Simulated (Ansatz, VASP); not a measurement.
# EuS in VASP and in Ansatz

```
CELL_PARAMETERS angstrom
0.00000 2.97850 2.97850
2.97850 0.00000 2.97850
2.97850 2.97850 0.00000
ATOMIC_POSITIONS crystal
Eu 0.00000 0.00000 0.00000
S 0.50000 0.50000 0.50000
```

Alike in both runs: task relaxation of cell and atoms; functional PBEsol; dispersion D4; k mesh 8 × 8 × 8; occupations fermi-dirac, width 0.05 eV; collinear spin, ferromagnetic start.

```csv
,VASP,Ansatz
version,VASP 6.6.1,Ansatz 0.2.0
potentials or method,"VASP PAW PBE potentials, release 64 (Eu, S)",Ansatz PAW
plane-wave cutoff (eV),600,420
valence electrons in the cell,23,23
```

Ansatz gave:

- net moment per atom (μB): 3.45
- size of the moment on the site where the two differ most (μB): 6.63
- relaxed volume (Å³/atom): 22.96
- relaxed cell length with the largest relative difference (Å): 4.020
- energy change over the relaxation (meV/atom): -80

Problem. Which values does VASP return?

Solution. net moment per atom (μB): 3.44; size of the moment on the site where the two differ most (μB): 6.52; relaxed volume (Å³/atom): 22.85; relaxed cell length with the largest relative difference (Å): 4.013; energy change over the relaxation (meV/atom): -86.

Site moments also hang on the region over which each program counts them.

Caveats: spin-orbit coupling is left out, which moves the levels of the heavy elements; a cell with one magnetic atom can't hold antiferromagnetic order, which such compounds often take; without U or exact exchange the open f shell lies at the Fermi level, which spoils levels, moments and volumes; the PAW data sets were made with another functional, which shifts forces and pressure a little (VASP); the volume moved by -14 % from the deposited cell, more than functionals usually miss (VASP); pairwise dispersion overbinds metals, which lowers pressure and volume (VASP); the plane-wave basis is chosen anew once the cell has moved, so the energies of steps on either side of that aren't comparable (Ansatz). The state reached can hang on the start; a lower one may exist. With open d or f shells a metallic result of PBEsol can be an artefact of self-interaction; +U or a hybrid may open a gap.
